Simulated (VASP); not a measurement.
# TePt (R-3m) in VASP: notebook

One crystal, TePt, is run at these levels: LDA; tasks: single point.

Everything below comes from runs of VASP 6.6.1. Logs are shortened: lines on timing, memory, paths and dates and some standing lists are left out, and cuts for length are marked.

**1. The structure**

Symmetry: R-3m, No. 166, trigonal system. Conventional cell: a = 3.963 Å, b = 3.963 Å, c = 19.983 Å, α = 90.00°, β = 90.00°, γ = 120.00°. Pt (site symmetry 3m) is surrounded by 3 Te at 2.59 Å and 3 Pt at 2.72 Å. Around Te (site symmetry 3m) lie 3 Pt at 2.59 Å.

**2. Single point, LDA**

Contents of INCAR:

```
SYSTEM = TePt
PREC = Accurate ; ENCUT = 520
EDIFF = 1E-5 ; ISMEAR = 0
SIGMA = 0.05 ; LREAL = .FALSE.
LASPH = .TRUE. ; NELM = 100
ALGO = Normal ; ISIF = 2
LWAVE = .FALSE. ; LCHARG = .FALSE.
GGA = CA ; ADDGRID = .FALSE.
```

Contents of KPOINTS:

```
regular mesh
0
G
  8 8 8
  0 0 0
```

Contents of POSCAR:

```
TePt
1.0
    1.9815661262      1.1440577364      6.6610334788
   -1.9815661262      1.1440577364      6.6610334788
    0.0000000000     -2.2881154728      6.6610334788
Pt Te
2 2
Direct
    0.1296666667      0.1296666667      0.1296666667
    0.8703333333      0.8703333333      0.8703333333
    0.4020000000      0.4020000000      0.4020000000
    0.5980000000      0.5980000000      0.5980000000
```

Potentials or basis: VASP PAW LDA potentials, release 64 (Pt, Te).

Launch:

```sh
$ cat potpaw_LDA.64/Pt/POTCAR potpaw_LDA.64/Te/POTCAR > POTCAR
$ mpirun -np 1 vasp_std > vasp.out
```

OUTCAR:

```text
SYSTEM = TePt
   PREC = Accurate
   ENCUT = 520
   EDIFF = 1E-5
   ISMEAR = 0
   LREAL = .FALSE.
   LASPH = .TRUE.
   NELM = 100
   ISIF = 2
   GGA = CA

 Found     65 irreducible k-points:

 Following reciprocal coordinates:
            Coordinates               Weight
  0.000000  0.000000  0.000000      1.000000
  0.125000 -0.000000  0.000000      6.000000
  0.250000 -0.000000  0.000000      6.000000
  0.375000  0.000000  0.000000      6.000000
  0.500000 -0.000000  0.000000      3.000000
  0.125000  0.125000  0.000000      6.000000
   k-points           NKPTS =     65   k-points in BZ     NKDIM =     65   number of bands    NBANDS=     20
   number of dos      NEDOS =    301   number of ions     NIONS =      4
   total plane-waves  NPLWV = 157464
   dimension x,y,z NGX =    54 NGY =   54 NGZ =   54
   dimension x,y,z NGXF=   108 NGYF=  108 NGZF=  108
   ions per type =               2   2
   NGX,Y,Z   is equivalent  to a cutoff of  12.75, 12.75, 12.75 a.u.
   NGXF,Y,Z  is equivalent  to a cutoff of  25.49, 25.49, 25.49 a.u.
 SYSTEM =  TePt
   PREC   = accura    normal or accurate (medium, high low for compatibility)
   ISTART =      0    job   : 0-new  1-cont  2-samecut
   ICHARG =      2    charge: 1-file 2-atom 10-const
   ISPIN  =      1    spin polarized calculation?
   LNONCOLLINEAR =      F non collinear calculations
   LSORBIT =      F    spin-orbit coupling
   LASPH  =      T    aspherical Exc in radial PAW
   ENCUT  =  520.0 eV  38.22 Ry    6.18 a.u.  13.10 13.10 13.10*2*pi/ulx,y,z
   NELM   =    100;   NELMIN=  2; NELMDL= -5     # of ELM steps
   EDIFF  = 0.1E-04   stopping-criterion for ELM
   LREAL  =      F    real-space projection
   EDIFFG = 0.1E-03   stopping-criterion for IOM
   NSW    =      0    number of steps for IOM
   IBRION =     -1    ionic relax: 0-MD 1-quasi-New 2-CG
   NFREE  =      0    steps in history (QN), initial steepest desc. (CG)
   ISIF   =      2    stress and relaxation
   ISYM   =      2    0-nonsym 1-usesym 2-fastsym
   POTIM  = 0.5000    time-step for ionic-motion
   TEBEG  =    0.0;   TEEND  =   0.0 temperature during run
   PSTRESS=    0.0 pullay stress
   NELECT =      32.0000    total number of electrons
   NUPDOWN=      -1.0000    fix difference up-down
   EMIN   =  10.00;   EMAX   =-10.00  energy-range for DOS
   EFERMI =   0.00;   METHOD = LEGACY
   ISMEAR =     0;   SIGMA  =   0.05  broadening in eV -4-tet -1-fermi 0-gaus
   EFERMI_NEDOS =   21; number of points for ismear=-14 and -15
   IALGO  =     38    algorithm
   IMIX   =      4    mixing-type and parameters
     AMIX     =   0.40;   BMIX     =  1.00
     AMIX_MAG =   1.60;   BMIX_MAG =  1.00
  volume/ion in A,a.u.               =      22.65       152.86
  Fermi-wavevector in a.u.,A,eV,Ry     =   1.157200  2.186791 18.219718  1.339111
  Thomas-Fermi vector in A             =   2.293813
   LORBIT       =      0    0 simple, 1 ext, 2 COOP (PROOUT), +10 PAW based schemes
   GGA     = CA    functional components
   LHFCALC =     F    Hartree Fock is set to
   AEXX    =    0.0000 exact exchange contribution
   IVDW    =     0    specifies the selected vdW correction
   LEPSILON=     F    determine dielectric tensor
   LRPA    =     F    only Hartree local field effects (RPA)
 non-spin polarized calculation
 Gauss-broadening in eV      SIGMA  =   0.05
  energy-cutoff  :      520.00
  volume of cell :       90.60
 maximum number of plane-waves:      2472
 NGX is ok and might be reduce to    54
   NGX = 27   NGY = 27   NGZ = 27

 number of electron      32.0000000 magnetization

 Free energy of the ion-electron system (eV)
  ---------------------------------------------------
  ext. energy  EPLUGINS =         0.00000000
  ---------------------------------------------------
  free energy    TOTEN  =       -24.00589149 eV

  energy without entropy =      -24.00290287  energy(sigma->0) =      -24.00439718

 E-fermi :   8.3063     XC(G=0): -11.1065

 val. band max:        8.3036170421   @ k =   0.3750   0.1250   0.0000
 cond. band min:       8.3258236791   @ k =   0.3750   0.1250   0.1250
 fundamental gap:      0.0222066370
 Fermi energy:         8.3063314501

 k-point     1 :       0.0000    0.0000    0.0000
  band No.  band energies     occupation
      1      -5.0536      2.00000
      2      -3.5175      2.00000
      3       1.5032      2.00000
      4       2.7678      2.00000
      5       2.7678      2.00000
      6       3.4675      2.00000
[... 12 lines left out ...]
     19      11.1473      0.00000
     20      12.8597      0.00000

 k-point     2 :       0.1250   -0.0000    0.0000
  band No.  band energies     occupation
      1      -4.8942      2.00000
      2      -3.4620      2.00000
      3       1.6650      2.00000
      4       2.8039      2.00000
      5       2.8482      2.00000
      6       3.2491      2.00000
[... 12 lines left out ...]
     19      10.7301      0.00000
     20      13.5087      0.00000

 k-point     3 :       0.2500   -0.0000    0.0000
  band No.  band energies     occupation
      1      -4.4672      2.00000
      2      -3.3072      2.00000
      3       1.9434      2.00000
      4       2.4320      2.00000
      5       2.9416      2.00000
      6       3.4264      2.00000
[... 12 lines left out ...]
     19      11.5262      0.00000
     20      12.6813      0.00000

 k-point     4 :       0.3750    0.0000    0.0000
  band No.  band energies     occupation
      1      -3.9388      2.00000
      2      -3.1487      2.00000
      3       1.7535      2.00000
      4       2.1327      2.00000
      5       3.1682      2.00000
      6       3.9564      2.00000
[... 12 lines left out ...]
     19      10.9545      0.00000
     20      12.1077      0.00000

 k-point     5 :       0.5000   -0.0000    0.0000
  band No.  band energies     occupation
      1      -3.6440      2.00000
      2      -3.1255      2.00000
      3       1.7018      2.00000
      4       1.9760      2.00000
      5       3.3229      2.00000
      6       3.8169      2.00000
[... 12 lines left out ...]
     19      10.2733      0.00000
     20      12.0672      0.00000

 k-point     6 :       0.1250    0.1250    0.0000
  band No.  band energies     occupation
      1      -4.8797      2.00000
      2      -3.4917      2.00000
      3       1.7223      2.00000
      4       2.8229      2.00000
      5       2.8238      2.00000
      6       3.2632      2.00000
[... 12 lines left out ...]
     19      10.5313      0.00000
     20      13.3561      0.00000

 [... further k-points ...]

------------------------ aborting loop because EDIFF is reached ----------------------------------------

  FORCE on cell =-STRESS in cart. coord.  units (eV):
  Direction    XX          YY          ZZ          XY          YZ          ZX
  --------------------------------------------------------------------------------------
  -------------------------------------------------------------------------------------
  Total       -1.5510056     -1.5510056     -1.4001450      0.0000000      0.0000000      0.0000000
  in kB      -27.4267634    -27.4267634    -24.7590630      0.0000000      0.0000000      0.0000000
  external PRESSURE =     -26.5375300 kB  Pullay stress =       0.0000000 kB

 VOLUME and BASIS-vectors are now :
 -----------------------------------------------------------------------------
  energy-cutoff  :      520.00
  volume of cell :       90.60
      direct lattice vectors                 reciprocal lattice vectors
     1.981566126  1.144057736  6.661033479     0.252325670  0.145680293  0.050042285
    -1.981566126  1.144057736  6.661033479    -0.252325670  0.145680293  0.050042285
     0.000000000 -2.288115473  6.661033479     0.000000000 -0.291360587  0.050042285

 POSITION                                       TOTAL-FORCE (eV/Angst)
 -----------------------------------------------------------------------------------
      0.00000      0.00000      2.59114         0.000000      0.000000      0.186461
      0.00000      0.00000     17.39196         0.000000     -0.000000     -0.186461
      0.00000      0.00000      8.03321         0.000000      0.000000      0.074740
      0.00000      0.00000     11.94989         0.000000      0.000000     -0.074740
 -----------------------------------------------------------------------------------
    total drift:                                0.000000     -0.000000      0.000000

  FREE ENERGIE OF THE ION-ELECTRON SYSTEM (eV)
  ---------------------------------------------------
  free  energy   TOTEN  =       -24.0058914889 eV

  energy  without entropy=      -24.0029028658  energy(sigma->0) =      -24.00439718
```

It took 2.2 min on 1 thread of Intel Xeon 6975P-C (Granite Rapids), shared host; peak memory 0.37 GiB.

These settings aren't checked as converged: the numbers below hold their error.

What came out:

- Free energy: -24.0059 eV
- Pressure: -2.7 GPa
- Largest force: 0.186 eV/Å
- Band gap on the k mesh: none (metal or under the smearing width)

**3. Single point, LDA**

Contents of INCAR:

```
SYSTEM = TePt
PREC = Accurate ; ENCUT = 460
EDIFF = 1E-7 ; ISMEAR = 0
SIGMA = 0.05 ; LREAL = .FALSE.
LASPH = .TRUE. ; NELM = 100
ALGO = Normal ; ISIF = 2
LWAVE = .FALSE. ; LCHARG = .FALSE.
GGA = CA ; ADDGRID = .FALSE.
```

Contents of KPOINTS:

```
regular mesh
0
G
  10 10 10
  0 0 0
```

POSCAR is that of step 2.

Potentials or basis: VASP PAW LDA potentials, release 64 (Pt, Te).

Launch:

```sh
$ cat potpaw_LDA.64/Pt/POTCAR potpaw_LDA.64/Te/POTCAR > POTCAR
$ mpirun -np 1 vasp_std > vasp.out
```

OUTCAR:

```text
SYSTEM = TePt
   PREC = Accurate
   ENCUT = 460
   EDIFF = 1E-7
   ISMEAR = 0
   LREAL = .FALSE.
   LASPH = .TRUE.
   NELM = 100
   ISIF = 2
   GGA = CA

 Found    116 irreducible k-points:

 Following reciprocal coordinates:
            Coordinates               Weight
  0.000000  0.000000  0.000000      1.000000
  0.100000  0.000000  0.000000      6.000000
  0.200000  0.000000  0.000000      6.000000
  0.300000 -0.000000  0.000000      6.000000
  0.400000  0.000000  0.000000      6.000000
[... 219 lines left out ...]
  Direction    XX          YY          ZZ          XY          YZ          ZX
  --------------------------------------------------------------------------------------
  -------------------------------------------------------------------------------------
  Total       -1.6147941     -1.6147941     -1.1982989      0.0000000      0.0000000      0.0000000
  in kB      -28.5547499    -28.5547499    -21.1897762      0.0000000      0.0000000      0.0000000
  external PRESSURE =     -26.0997587 kB  Pullay stress =       0.0000000 kB

 VOLUME and BASIS-vectors are now :
 -----------------------------------------------------------------------------
  energy-cutoff  :      460.00
  volume of cell :       90.60
      direct lattice vectors                 reciprocal lattice vectors
     1.981566126  1.144057736  6.661033479     0.252325670  0.145680293  0.050042285
    -1.981566126  1.144057736  6.661033479    -0.252325670  0.145680293  0.050042285
     0.000000000 -2.288115473  6.661033479     0.000000000 -0.291360587  0.050042285

 POSITION                                       TOTAL-FORCE (eV/Angst)
 -----------------------------------------------------------------------------------
      0.00000      0.00000      2.59114         0.000000     -0.000000      0.179838
      0.00000      0.00000     17.39196         0.000000      0.000000     -0.179838
      0.00000      0.00000      8.03321         0.000000     -0.000000      0.079606
      0.00000      0.00000     11.94989         0.000000     -0.000000     -0.079606
 -----------------------------------------------------------------------------------
    total drift:                                0.000000      0.000000      0.000000

  FREE ENERGIE OF THE ION-ELECTRON SYSTEM (eV)
  ---------------------------------------------------
  free  energy   TOTEN  =       -24.0092802510 eV

  energy  without entropy=      -24.0072417473  energy(sigma->0) =      -24.00826100
```

stdout:

```text
POSCAR found type information on POSCAR PtTe
 POSCAR found :  2 types and       4 ions
 scaLAPACK will be used
 LDA part: xc-table for (Slater(with rela. corr.)+CA(PZ))
 , standard interpolation
 POSCAR, INCAR and KPOINTS ok, starting setup
 FFT: planning ... GRIDC
 FFT: planning ... GRID_SOFT
 FFT: planning ... GRID
 WAVECAR not read
 entering main loop
```

Wall time 3.7 min (1 thread of Intel Xeon 6975P-C (Granite Rapids), shared host); peak memory 0.37 GiB.

The run converged, but some of its settings lie outside the range that counts as converged, so its numbers aren't taken as properties of the crystal.

What came out:

```yaml
Free_energy: -24.0093 eV
Pressure: -2.6 GPa
Largest_force: 0.180 eV/Å
Band_gap_on_the_k_mesh: none (metal or under the smearing width)
```
